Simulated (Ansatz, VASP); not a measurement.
## Ta: VASP beside Ansatz

```
Ta
1.0
     2.90037    0.00000    0.00000
    -1.45019    2.51180    0.00000
     0.00000    0.00000    5.16627
Ta
2
Direct
  0.33333 0.66667 0.25000
  0.66667 0.33333 0.75000
```

This isn't the form of Ta at room conditions, which is bcc.

Alike in both runs: functional LDA; k mesh 6 × 6 × 3; occupations fermi-dirac, width 0.05 eV; no spin polarisation.

|  | VASP | Ansatz |
| --- | --- | --- |
| version | VASP 6.6.1 | Ansatz 0.2.0 |
| potentials or method | VASP PAW LDA potentials, release 64 (Ta_pv) | Ansatz PAW |
| plane-wave cutoff (eV) | 520 | 420 |
| valence electrons in the cell | 22 | 26 |
| task | single point | band structure |

VASP gave:

```
gap on the k mesh at the Fermi level (eV)       : none
pressure (GPa)                                  : -11.9
largest component of the traceless stress (GPa) : 1.99
```

Problem. What did Ansatz give for the same quantities?

Solution. gap on the k mesh at the Fermi level (eV): none; pressure (GPa): -12.5; largest component of the traceless stress (GPa): 1.89.

A gap of «none» marks a metal or a gap that the smearing closes. The two sets of potentials don't hold the same shells in valence.

Caveats: the k mesh is coarse (spacing up to 0.42 Å⁻¹), so the values aren't converged; spin-orbit coupling is left out, which moves the levels of the heavy elements (Ansatz); the PAW data sets come from PBE, with cores solved anew for the run's functional, which leaves a small shift of forces and pressure (Ansatz). Spin-orbit coupling is left out, which matters for the levels of Ta.
